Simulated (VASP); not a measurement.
# ZnO: relaxed cell and band gap, by functional and dispersion

ZnO, P6_3/mmc (no. 194), 4 atoms in the cell.

| Functional | Dispersion | Volume (Å³/atom) | Change from the starting volume (fraction) | Gap, path and mesh (eV) | Dispersion term (eV/cell) | Time (s) |
|---|---|---|---|---|---|---|
| PBE | TS+SCS | 14.03 | -0.159 | 0.67 | -0.575 | 306 |
| optB86b-vdW | in the functional | 14.10 | -0.155 | 0.70 | – | 1057 |
| SCAN | D4 without three-body term | 13.34 | -0.201 | 1.03 | -0.286 | 655 |
| revPBE | D3 | 13.48 | -0.192 | 0.70 | -1.410 | 147 |

## Input of the first row

INCAR.step1:
```
ALGO     = Normal         # electronic algorithm
EDIFF    = 1E-7           # SCF threshold, eV
EDIFFG   = -0.002         # ionic threshold
ENCUT    = 600            # plane-wave cutoff, eV
GGA      = PE             # functional
GGA_COMPAT= False        
IBRION   = 2              # ionic algorithm
ISIF     = 3              # what is computed and relaxed
ISMEAR   = 0              # smearing method
IVDW     = 2              # dispersion correction
KPAR     = 4            
LASPH    = True           # aspherical terms in the spheres
LCHARG   = False          # write CHGCAR
LREAL    = False          # projectors in reciprocal space
LVDWSCS  = True         
LWAVE    = False          # write WAVECAR
NELM     = 150            # most SCF steps
NSW      = 60             # ionic steps
PREC     = Accurate       # precision mode
SIGMA    = 0.02           # smearing width, eV
```

INCAR.step2, as INCAR.step1 but for:
```
- NSW = 60
+ NSW = 40
```

INCAR.step3, as INCAR.step2 but for:
```
- EDIFFG = -0.002
- IBRION = 2
- ISIF = 3
- NSW = 40
+ ISIF = 2
+ NBANDS = 26
```

KPOINTS:
```
k-points
0
Gamma
  6 6 3
```

KPOINTS_OPT:
```
path GMKGALHA,LM,KH
8
line-mode
reciprocal
 0.0000000000  0.0000000000  0.0000000000  G
 0.5000000000  0.0000000000  0.0000000000  M

 0.5000000000  0.0000000000  0.0000000000  M
 0.3333333333  0.3333333333  0.0000000000  K

 0.3333333333  0.3333333333  0.0000000000  K
 0.0000000000  0.0000000000  0.0000000000  G

 0.0000000000  0.0000000000  0.0000000000  G
 0.0000000000  0.0000000000  0.5000000000  A

 0.0000000000  0.0000000000  0.5000000000  A
 0.5000000000  0.0000000000  0.5000000000  L

 0.5000000000  0.0000000000  0.5000000000  L
 0.3333333333  0.3333333333  0.5000000000  H

 0.3333333333  0.3333333333  0.5000000000  H
 0.0000000000  0.0000000000  0.5000000000  A

 0.5000000000  0.0000000000  0.5000000000  L
 0.5000000000  0.0000000000  0.0000000000  M

 0.3333333333  0.3333333333  0.0000000000  K
 0.3333333333  0.3333333333  0.5000000000  H
```

POSCAR.step1:
```
ZnO
1.0
    3.2879671587      0.0000000000      0.0000000000
   -1.6439835793      2.8474630862      0.0000000000
    0.0000000000      0.0000000000      7.1304413500
Zn O
2 2
Direct
    0.0000000000      0.0000000000      0.2500000000
    0.0000000000      0.0000000000      0.7500000000
    0.6666666667      0.3333333333      0.7500000000
    0.3333333333      0.6666666667      0.2500000000
```

Commands (each step's output is kept before the next begins):
```
cat potpaw_PBE.64/Zn/POTCAR potpaw_PBE.64/O/POTCAR > POTCAR
cp INCAR.step1 INCAR
cp POSCAR.step1 POSCAR
mpirun -np 4 vasp_std > vasp.out
cp CONTCAR POSCAR
rm WAVECAR CHG
cp INCAR.step2 INCAR
mpirun -np 4 vasp_std > vasp.out
cp CONTCAR POSCAR
rm WAVECAR CHG
cp INCAR.step3 INCAR
mpirun -np 4 vasp_std > vasp.out
```

Changes of the last row against the first:
```
(all steps)
- GGA = PE
- IVDW = 2
- LVDWSCS = True
+ GGA = RE
+ IVDW = 11
```

VASP 6.6.1 took 306 s on 4 cores (Intel Xeon 6975P-C (Granite Rapids)), a shared host.
